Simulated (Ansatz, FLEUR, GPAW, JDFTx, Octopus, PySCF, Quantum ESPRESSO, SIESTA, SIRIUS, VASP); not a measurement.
One calculation of BP, 11 ways

```
P B
1.0
     0.00000    2.26900    2.26900
     2.26900    0.00000    2.26900
     2.26900    2.26900    0.00000
P B
1 1
Direct
  0.75000 0.75000 0.75000
  0.00000 0.00000 0.00000
```

Alike in all runs: functional PBEsol; k mesh 10 × 10 × 10; occupations fermi-dirac, width 0.05 eV; no spin polarisation; no spin-orbit coupling. Pressure is positive in compression and, in plane waves, holds the error of the finite cutoff, which Ansatz's Pulay term estimates and takes out.

```tsv
program and potentials	plane-wave cutoff (eV)	notes	band gap (eV)	pressure (GPa)
Ansatz, Ansatz PAW	420	potentials made for PBE, which Ansatz adapts in part; Pulay term of +0.13 GPa included	1.13	-1.96
Quantum ESPRESSO, GBRV 1.5 PBEsol	612	-	1.14	-1.91
FLEUR, all-electron, FLAPW	-	-	1.14	-
PySCF, DZVP-MOLOPT-SR/GTH-PBE (potentials made for PBE)	-	atomic basis; potentials made for PBE	1.16	-
SIESTA, files PseudoDojo sr-pbesol-0.4.1-standard, DZP (energy shift 0.003 Ry)	-	atomic basis	1.16	1.54
Octopus, pseudodojo_pbesol (PseudoDojo 0.4, PBEsol)	-	-	1.14	-
GPAW, PAW data sets generated for this functional	800	-	1.14	-1.74
SIRIUS, PseudoDojo 0.4.1 PBEsol standard (scalar relativistic)	1054	-	1.14	-1.90
Ansatz, all-electron LAPW, scalar-relativistic	-	-	1.14	-2.01
JDFTx, PseudoDojo-SR-PBEsol-0.4.1-standard with smoothed tails	1034	-	1.14	-1.91
VASP, PBE PAW files B, P, 520 eV	520	potentials made for PBE	?	?
```

Question: Estimate from the other rows what the run with VASP, PBE PAW files B, P, 520 eV gave.

Answer: Band gap 1.13 eV; pressure -1.86 GPa. The other rows, which needn't bracket it: band gap 1.13 to 1.16; pressure -2.01 to 1.54.
